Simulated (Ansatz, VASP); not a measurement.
**One calculation of Si, two programs**

```
Si
1.0
     0.00000    2.71681    2.71681
     2.71681    0.00000    2.71681
     2.71681    2.71681    0.00000
Si
2
Direct
  0.00000 0.00000 0.00000
  0.25000 0.25000 0.25000
```

Alike in both runs: task single point; functional PBEsol; k mesh 12 × 12 × 12; occupations gaussian, width 0.02 eV; no spin polarisation.

```csv
,VASP,Ansatz
version,VASP 6.6.1,Ansatz 0.2.0
potentials or method,"VASP PAW PBE potentials, release 64 (Si)","scalar-relativistic, plane waves, PAW"
plane-wave cutoff (eV),520,420
valence electrons in the cell,8,8
```

```tsv
	VASP	Ansatz	Ansatz less VASP
gap on the k mesh at the Fermi level (eV)	0.46	0.46	+0.005
least direct gap on the mesh (eV)	2.52	2.52	+0.003
pressure (GPa)	0.1	0.0	-0.11
```

Caveats: the PAW data sets were made with another functional, which shifts forces and pressure a little (VASP). A k mesh can miss the band edges.
